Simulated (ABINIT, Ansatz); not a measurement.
# Quasiparticle gap of KCl (Sylvite) in ABINIT

How does a plane-wave GW calculation on KCl (Sylvite) run from the first input to the gap?

Method: PBE and many-body steps on it, plane waves, in ABINIT 10.8.3.

## 1. Starting point

It takes space group Fm-3m (No. 225, cubic). The conventional cell has a = 6.293 Å, b = 6.293 Å, c = 6.293 Å, α = 90.00°, β = 90.00°, γ = 90.00°. Nearest to K lie 6 Cl at 3.15 Å. Nearest to Cl lie 6 K at 3.15 Å. Farther neighbours and most contacts between anions are not listed.

The cell and positions come from the Crystallography Open Database and are kept as given unless a step says otherwise.

## 2. Ground state

This step: ABINIT 10.8.3; DFT, PBE, plane waves, norm-conserving pseudopotentials.

The ground-state density comes first.

Contents of run.abi:

```
acell 3*1.0 Angstrom
rprim 
  -0.000000000000 3.146470000000 3.146470000000
  3.146470000000 0.000000000000 3.146470000000
  3.146470000000 3.146470000000 -0.000000000000
ntypat 2
znucl 19 17
natom 2
typat 1 2
xred 
  0.000000000000 0.000000000000 0.000000000000
  0.500000000000 0.500000000000 0.500000000000
pp_dirpath "pseudos"
pseudos "K.upf, Cl.upf"
ecut 33
ngkpt 6 6 6
nshiftk 1
shiftk 0 0 0
kptopt 1
chksymbreak 0
nband 13
occopt 1
tolvrs 1e-10
nstep 60
prtwf 0
optforces 0
optstress 0
indata_prefix "in"
outdata_prefix "out"
tmpdata_prefix "tmp"
```

Started as:

```bash
> OMP_NUM_THREADS=1 mpirun -n 4 abinit run.abi > log
```

Numbers of over 12 decimals in the logs are rounded to 6 here.

What it wrote:

```text
.Version 10.8.3 of ABINIT. v10.8.2 released Aug 2026.

 Symmetries : space group Fm -3 m (#225); Bravais cF (face-center cubic)
================================================================================
 Values of the parameters that define the memory need of the present run
     intxc =       0    ionmov =       0      iscf =       7    lmnmax =       6
     lnmax =       6     mgfft =      45  mpssoang =       3    mqgrid =    3001
     natom =       2  nloc_mem =       1    nspden =       1   nspinor =       1
    nsppol =       1      nsym =      48    n1xccc =    2501    ntypat =       2
    occopt =       1   xclevel =       2
-    mband =          13        mffmem =           1         mkmem =           4
       mpw =        3823          nfft =       91125          nkpt =          16
================================================================================
  Rough estimation (10% accuracy) of disk space for files :
================================================================================

--------------------------------------------------------------------------------
------------- Echo of variables that govern the present computation ------------
--------------------------------------------------------------------------------
 -outvars: echo values of preprocessed input variables --------
            acell      1.8897261259E+00  1.8897261259E+00  1.8897261259E+00 Bohr

      chksymbreak           0
             ecut      3.30000000E+01 Hartree
-          fftalg         312

              ixc     -101130
              kpt      0.00000000E+00  0.00000000E+00  0.00000000E+00
                       1.66666667E-01  0.00000000E+00  0.00000000E+00
                       3.33333333E-01  0.00000000E+00  0.00000000E+00
                       5.00000000E-01  0.00000000E+00  0.00000000E+00
                       1.66666667E-01  1.66666667E-01  0.00000000E+00
                       3.33333333E-01  1.66666667E-01  0.00000000E+00
                       5.00000000E-01  1.66666667E-01  0.00000000E+00
                      -3.33333333E-01  1.66666667E-01  0.00000000E+00
                      -1.66666667E-01  1.66666667E-01  0.00000000E+00
   [... 5 further rows ...]
                      -3.33333333E-01  3.33333333E-01  1.66666667E-01
                      -3.33333333E-01  5.00000000E-01  1.66666667E-01
         kptrlatt        6    0    0      0    6    0      0    0    6
          kptrlen      5.04531993E+01
P           mkmem           4
            natom           2
            nband          13
            ngfft          45      45      45
             nkpt          16
            nstep          60
             nsym          48
           ntypat           2
              occ      2.000000  2.000000  2.000000  2.000000  2.000000  2.000000
                       2.000000  2.000000  0.000000  0.000000  0.000000  0.000000
                       0.000000
        optforces           0
        optstress           0
            prtwf           0
            rprim     -0.0000000000E+00  3.1464700000E+00  3.1464700000E+00
[...]
spgroup         225

           tolvrs      1.00000000E-10

             xred      0.0000000000E+00  0.0000000000E+00  0.0000000000E+00
[...]
znucl       19.00000   17.00000

================================================================================

 chkinp: Checking input parameters for consistency.

================================================================================
== DATASET  1 ==================================================================
-   mpi_nproc: 4, omp_nthreads: 1 (-1 if OMP is not activated)

--- !DatasetInfo
iteration_state: {dtset: 1, }
dimensions: {natom: 2, nkpt: 16, mband: 13, nsppol: 1, nspinor: 1, nspden: 1, mpw: 3823, }
cutoff_energies: {ecut:  33.0, pawecutdg:  -1.0, }
electrons: {nelect:   1.60000000E+01, charge:   0.00000000E+00, occopt:   1.00000000E+00, tsmear:   1.00000000E-02, }

 Real(R)+Recip(G) space primitive vectors, cartesian coordinates (Bohr,Bohr^-1):
 R(1)=  0.0000000  5.9459666  5.9459666  G(1)= -0.0840906  0.0840906  0.0840906
 R(2)=  5.9459666  0.0000000  5.9459666  G(2)=  0.0840906 -0.0840906  0.0840906
 R(3)=  5.9459666  5.9459666  0.0000000  G(3)=  0.0840906  0.0840906 -0.0840906
 Unit cell volume ucvol=  4.2043357E+02 bohr^3
 Angles (23,13,12)=  6.00000000E+01  6.00000000E+01  6.00000000E+01 degrees

 getcut: wavevector=  0.0000  0.0000  0.0000  ngfft=  45  45  45
         ecut(hartree)=     33.000   => boxcut(ratio)=   2.02345

--- Pseudopotential description ------------------------------------------------
- K Generated using ONCVPSP code by D. R. Hamann
- 19.00000   9.00000  171031                  znucl, zion, pspdat
12 -101130 2 -1 2222                          pspcod,pspxc,lmax,lloc,mmax
     nproj     2     2     2
  pspatm : epsatm=    8.42413758
         --- l  ekb(1:nproj) -->
[...]
pspatm: atomic psp has been read  and splines computed

- Cl Generated using ONCVPSP code by D. R. Hamann
- 17.00000   7.00000  171031                  znucl, zion, pspdat
12 -101130 2 -1 1028                          pspcod,pspxc,lmax,lloc,mmax
     nproj     2     2     2
  pspatm : epsatm=    9.12776517
         --- l  ekb(1:nproj) -->
[...]
2   -2.938609   -0.805455
 pspatm: atomic psp has been read  and splines computed

   2.80830444E+02                                ecore*ucvol(ha*bohr**3)
--------------------------------------------------------------------------------

_setup2: Arith. and geom. avg. npw (full set) are    3805.801    3805.789

================================================================================

--- !BeginCycle
iteration_state: {dtset: 1, }
solver: {iscf: 7, nstep: 60, nline: 4, wfoptalg: 0, }
tolerances: {tolvrs: 1.00E-10, }

     iter   Etot(hartree)      deltaE(h)  residm     vres2
 ETOT  1  -46.572690663610    -4.657E+01 7.370E-02 1.561E+02
 ETOT  2  -46.596654800576    -2.396E-02 9.852E-03 1.309E+01
 ETOT  3  -46.598321616511    -1.667E-03 3.702E-03 1.157E+00
 ETOT  4  -46.598367069413    -4.545E-05 3.358E-03 6.410E-02
 ETOT  5  -46.598368205033    -1.136E-06 1.372E-03 9.405E-04
 ETOT  6  -46.598368229973    -2.494E-08 1.022E-03 8.148E-06
 ETOT  7  -46.598368230966    -9.932E-10 1.084E-03 5.356E-07
 ETOT  8  -46.598368231011    -4.533E-11 5.155E-04 5.823E-09
 ETOT  9  -46.598368231012    -8.455E-13 5.050E-04 3.055E-10
 ETOT 10  -46.598368231012    -3.340E-13 2.059E-04 2.537E-12

 At SCF step   10       vres2   =  2.54E-12 < tolvrs=  1.00E-10 =>converged.

--- !ResultsGS
iteration_state: {dtset: 1, }
comment   : Summary of ground state results
lattice_vectors:
- [ -0.0000000,   5.9459666,   5.9459666, ]
- [  5.9459666,   0.0000000,   5.9459666, ]
- [  5.9459666,   5.9459666,  -0.0000000, ]
lattice_lengths: [   8.40887,    8.40887,    8.40887, ]
lattice_angles: [ 60.000,  60.000,  60.000, ] # degrees, (23, 13, 12)
lattice_volume:   4.2043357E+02
convergence: {deltae: -3.340E-13, res2:  2.537E-12, residm:  2.059E-04, diffor:  0.000E+00, }
etotal    :  -4.65983682E+01
entropy   :   0.00000000E+00
fermie    :  -8.50435789E-03
cartesian_stress_tensor: null
pressure_GPa: null
xred      :
- [  0.0000E+00,   0.0000E+00,   0.0000E+00,  K]
- [  5.0000E-01,   5.0000E-01,   5.0000E-01, Cl]
cartesian_forces: null
force_length_stats: {min: null, max: null, mean: null, }

 Integrated electronic density in atomic spheres:
 ------------------------------------------------
 Atom  Sphere_radius  Integrated_density
    1        2.00000          6.91065232
    2        2.00000          5.11724944
================================================================================

 ----iterations are completed or convergence reached----

 Mean square residual over all n,k,spin=   31.548E-07; max=  20.590E-05
 reduced coordinates (array xred) for    2 atoms
       0.000000000000      0.000000000000      0.000000000000
       0.500000000000      0.500000000000      0.500000000000
 rms dE/dt=  0.0000E+00; max dE/dt=  0.0000E+00; dE/dt below (all hartree)
    1       0.000000000000      0.000000000000      0.000000000000
    2       0.000000000000      0.000000000000      0.000000000000

 cartesian coordinates (angstrom) at end:
    1      0.000000     0.000000     0.000000
    2      3.146470     3.146470     3.146470
 length scales=  1.889726125908  1.889726125908  1.889726125908 bohr
              =  1.000000000000  1.000000000000  1.000000000000 angstroms
 prteigrs : about to open file out_EIG
 Fermi (or HOMO) energy (hartree) =  -0.00850   Average Vxc (hartree)=  -0.28070
 Eigenvalues (hartree) for nkpt=  16  k points:
 kpt#   1, nband= 13, wtk=  0.00463, kpt=  0.0000  0.0000  0.0000 (reduced coord)
  -1.00793   -0.45382   -0.40010   -0.40010   -0.40010   -0.00850   -0.00850   -0.00850
   0.18221    0.29896    0.29896    0.29896    0.33049
 prteigrs : prtvol=0 or 1, do not print more k-points.

--- !EnergyTerms
iteration_state     : {dtset: 1, }
comment             : Components of total free energy in Hartree
kinetic             :  1.59178987439124E+01
hartree             :  9.94220084210280E+00
xc                  : -1.09376488268514E+01
Ewald energy        : -3.08334400012199E+01
psp_core            :  6.67954381446766E-01
local_psp           : -3.77938247955532E+01
non_local_psp       :  6.43849142515018E+00
total_energy        : -4.65983682310124E+01
total_energy_eV     : -1.26800619636653E+03
band_energy         : -5.47274576956233E+00

== END DATASET(S) ==============================================================
================================================================================

 -outvars: echo values of variables after computation  --------
           etotal     -4.6598368231E+01
            nband          13
             nkpt          16
          spgroup         225
 [... the other variables as echoed above ...]

 Calculation completed.
```

Wall time 8.7 s (4 MPI ranks of Arm Neoverse V2, shared host); peak memory 0.32 GiB; 34 s of CPU time.

This step gave:

| Quantity | Value |
| --- | --- |
| total energy | -1268.0062 eV |
| gap | 5.189 eV |
| k of the valence top | 0, 0, 0 |
| k of the conduction bottom | 0, 0, 0 |
| least direct gap | 5.189 eV |

The gap is direct, at Γ.

(Part 1 of 3 ends here.)

[Paths, hosts, dates, memory and timing lines, banners, echoed tables and standing remarks are left out of the program output.]

[Logs are printed without paths, hosts, clocks, repeated set-up lines and the standing remarks that a program may print on its own settings, such as how far it seeks lower states.]

[Runs of the session that timed out or met a known fault of the program may be left out.]

[Hosts, paths, dates, database ids (printed as entryN), source tags and the programs' standing remarks are cut or masked in the printed files.]

[G0W0 gaps are taken among the corrected bands and points alone; a level outside them can change the order at an edge.]

[Where Ansatz stands beside ABINIT at settings called matched, ABINIT's density can come from a denser mesh and the files from another edition; pairs whose starting gaps differed by over 0.03 eV were left out, so agreement reads better than it is.]
